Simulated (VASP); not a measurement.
H22CO11, 34 atoms in the cell. The cell holds a amorphous, 34 atoms: a = 7.771 Å, b = 7.771 Å, c = 7.771 Å, α = 90.00°, β = 90.00°, γ = 90.00°. The cell was built by a generator and needn't be a form met in nature.

| Item | Value |
| --- | --- |
| Program | VASP 6.6.1 |
| Task | single point |
| Functional | PBE |
| Dispersion | D3(BJ) |
| Potentials or basis | VASP PAW PBE potentials, release 64 (O, H, C) |
| Cutoff | 520 eV |
| k mesh | 1 × 1 × 1 |
| Occupations | fermi-dirac, width 0.05 eV |
| Spin | no spin polarisation |
| Dipole correction | no |
| Further INCAR settings | LREAL = Auto; ALGO = Fast; EDIFF = 1e-06; NBANDS = 69 |

Potentials or basis: VASP PAW PBE potentials, release 64 (O, H, C).

Launch:

```sh
$ cat potpaw_PBE.64/O/POTCAR potpaw_PBE.64/H/POTCAR potpaw_PBE.64/C/POTCAR > POTCAR
$ mpirun -np 1 vasp_gam > vasp.out
```

Hardware: 1 thread of AMD EPYC 7R13 Processor (Zen 3) (shared host).

Question: How long does it take, and how much memory?

Answer: Run time: 76 s on 1 thread of AMD EPYC 7R13 Processor (Zen 3), with other jobs on the host, peak memory 0.44 GiB. Counts: scf iterations 17, k points 1.
